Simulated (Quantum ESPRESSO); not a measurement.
Runs of Quantum ESPRESSO 7.5 on MgS (Niningerite). Symmetry: Fm-3m, No. 225, cubic system. Conventional cell: a = 5.203 Å, b = 5.203 Å, c = 5.203 Å, α = 90.00°, β = 90.00°, γ = 90.00°. S (site symmetry m-3m) is surrounded by 6 Mg at 2.60 Å. Mg (site symmetry m-3m) is surrounded by 6 S at 2.60 Å. 

| task | level | potentials or basis | cell | k mesh | cutoff (eV) | form of the LDA correlation | SCF threshold | symmetry | gap on the mesh (eV) | pressure (GPa) | V0 of scaled cells (Å³/atom) | B0 (GPa) |
| --- | --- | --- | --- | --- | --- | --- | --- | --- | --- | --- | --- | --- |
| equation of state | LDA | GBRV 1.5 LDA | as given | 9 × 9 × 9 | 612 | PZ81 | 4e-10 Ry | - | - | - | (a) | 84 |
| single point | PBEsol | GBRV 1.5 PBEsol | as given | 9 × 9 × 9 | 612 | - | 4e-10 Ry | - | 2.84 | -1.1 | - | - |
| band structure | PBEsol | GBRV 1.5 PBEsol | as given | 9 × 9 × 9 | 612 | - | 4e-10 Ry | - | 2.84 | -1.1 | - | - |
| equation of state | r2SCAN | SG15 PBE 1.2 | as given | 7 × 7 × 7 | 952 | - | 1e-08 Ry | off | - | - | 17.75 | (b) |
| band structure | LDA | GBRV 1.5 LDA | as given | 9 × 9 × 9 | 612 | PZ81 | 4e-10 Ry | - | 2.69 | -3.4 | - | - |
| equation of state | PBEsol | GBRV 1.5 PBEsol | as given | 9 × 9 × 9 | 612 | - | 4e-10 Ry | - | - | - | 17.38 | (c) |
| single point | PBEsol | GBRV 1.5 PBEsol | atoms moved at random, drawn with an rms of 0.05 Å | 9 × 9 × 9 | 612 | - | 4e-10 Ry | - | 2.84 | -0.8 | - | - |

Alike in all rows: no spin polarisation; smearing fermi-dirac 0.05 eV.

Problem. Estimate the missing entries.

Solution. (a) 16.87; (b) 79; (c) 78.

Caveats: an odd mesh through Γ misses points on the zone boundary, where band edges often lie (some runs); the mesh misses the band edges, which the band path finds closer together (some runs); the potentials were made for another functional, which shifts forces and pressure (some runs).
